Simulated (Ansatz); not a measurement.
A (001) slab of relaxed bulk NbN (Fm-3m, 10.81 Å³/atom, gap on the mesh 0.00 eV), 3 planes in a 3×1 cell with the lowest 1 held; added atoms sit on lattice sites of the next plane. A dipole correction is on. The surface energy is the mean of the held and the free face; step energies are per length and the mean of the stripe's two steps, which run along the cube edge; step and island energies count from the flat slab and bulk atoms.

Level of theory: DFT PBE, scalar-relativistic, plane waves, PAW in Ansatz 0.2.0.

Cutoff 420 eV, Gaussian smearing of 0.10 eV, energies at zero smearing, symmetry of each start kept, no spin polarisation.

| start | atoms | k mesh | surface energy (J/m²) | step energy (meV/Å) |
| --- | --- | --- | --- | --- |
| flat slab | 36 | 3×8×1 | 1.39 | - |
| stripe of 4 atoms | 40 | 3×8×1 | - | 84 |
| stripe of 6 atoms | 42 | 3×8×1 | - | 86 |

A dash: not computed, or not clear enough to read.

Zero in every row: gap on the mesh (eV).

Small energy differences in metals hang on the k mesh (about 10 mJ/m² or 1 to 2 meV/atom on the mesh of the relaxation).

Cost: 3 runs of about 74 core-minutes in all, on Intel Xeon 6975P-C (Granite Rapids) (shared hosts).